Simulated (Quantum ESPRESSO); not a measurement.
The system is Ir.

```xyz
2
Lattice="2.7514 0.0000 0.0000 -1.3757 2.3828 0.0000 0.0000 0.0000 4.4623" Properties=species:S:1:pos:R:3 pbc="T T T"
Ir    0.0000    1.5885    1.1156
Ir    1.3757    0.7943    3.3467
```

This isn't the form of Ir at room conditions, which is fcc.

- Program: Quantum ESPRESSO 7.5
- Task: relaxation of cell and atoms
- Functional: PBEsol
- Dispersion: D3(BJ)
- Potentials or basis: GBRV 1.5 PBEsol
- Cutoff: 612 eV
- Density cutoff: 4898 eV
- k mesh: 11 × 11 × 6
- Occupations: fermi-dirac, width 0.05 eV
- Spin: no spin polarisation

At the start: pressure -18.0 GPa; volume 14.63 Å³/atom.

Problem. Where does the relaxation end?

Solution. Over 4 steps the energy falls by 42.0 meV/atom and the volume is 13.90 Å³/atom (-4.9 %); space group P6_3/mmc (No. 194, to 0.05 Å).

The path:
```csv
step,energy change (eV),largest force (eV/Å),pressure (GPa),volume (Å³)
1,0.0000,0.0000,-17.98,29.25
2,-0.0762,0.0000,-6.01,28.24
3,-0.0840,0.0000,0.51,27.77
4,-0.0841,0.0000,-0.01,27.81
```

Final structure:
```yaml
crystal:
  lattice:
    - [2.70570, 0.00000, 0.00000]
    - [-1.35285, 2.34321, 0.00000]
    - [0.00000, 0.00000, 4.38633]
  atoms:
    - { symbol: Ir, position: [0.33333, 0.66667, 0.25000] }
    - { symbol: Ir, position: [0.66667, 0.33333, 0.75000] }
```

Caveat: pairwise dispersion overbinds metals, which lowers pressure and volume.
